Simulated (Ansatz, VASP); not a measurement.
Two plane-wave programs on Al2Cu

```
Cu Al
1.0
     4.10518    0.00000    0.00000
     0.00000    4.10518    0.00000
     0.00000    0.00000    2.89131
Cu Al
1 2
Direct
  0.00000 0.00000 0.00000
  0.00000 0.50000 0.50000
  0.50000 0.00000 0.50000
```

The cell comes from a database or a generator and needn't be the stable form of this composition.

Alike in both runs: task relaxation of cell and atoms; functional PBE; k mesh 7 × 7 × 9; occupations fermi-dirac, width 0.05 eV; no spin polarisation.

```csv
,VASP,Ansatz
version,VASP 6.6.1,Ansatz 0.2.0
potentials or method,"VASP PAW PBE potentials, release 64 (Cu, Al)",Ansatz PAW
plane-wave cutoff (eV),600,420
valence electrons in the cell,17,25
```

VASP gave:

- gap on the k mesh at the Fermi level, each at its own relaxed structure (eV): none
- relaxed volume (Å³/atom): 16.38
- relaxed cell length with the largest relative difference (Å): 4.129

What did Ansatz give for the same quantities?

gap on the k mesh at the Fermi level, each at its own relaxed structure (eV): none; relaxed volume (Å³/atom): 16.34; relaxed cell length with the largest relative difference (Å): 4.125.

A gap of «none» marks a metal or a gap that the smearing closes. The two sets of potentials don't hold the same shells in valence.

Caveats: the plane-wave basis is chosen anew once the cell has moved, so the energies of steps on either side of that aren't comparable (Ansatz).
